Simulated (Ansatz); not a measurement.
**ZnS: energy along a strain**

ZnS, F-43m, a = 5.443 Å. The compound has several low-lying forms, and this is one of them. Ansatz: PBE, PAW, 420 eV, Γ-centred 8×8×8 mesh on 2 atoms, Gaussian smearing 0.05 eV; no spin polarisation. Cell vectors (Å): 0.000 2.722 2.722; 2.722 0.000 2.722; 2.722 2.722 0.000. The cell is strained by x per cent times the pattern (0 0 1 0 0 0) in the order xx yy zz yz xz xy (engineering shears), with fractional coordinates held. y is the free energy over the start, V0 = 20.158 Å³/atom. Points with a strain past 8.5 % were computed too (5) and aren't used here.

```
x (%) y (meV/atom)
-7.50         36.48
-3.75          8.92
 0.00          0.00
 3.75             ?
 7.50         32.19
```

Q: Fit y = c2 x² + c3 x³ to the other rows, get the stiffness along the pattern, and predict the missing energy.

A: Least squares on the rows shown. y = 0.61055 x² − 0.0050942 x³. The clamped-ion stiffness p·C·p = 2 × 6.106 eV × 160.2 / 20.158 Å³ = 97 GPa, which is C33 in these axes (C11 of the cubic crystal). At x = 3.75 the fit asked for gives 8.32 meV/atom. The run gave 8.25 meV/atom, so the fit is 0.07 meV/atom too high, within twice the rms miss on the fitted rows (0.04 meV/atom).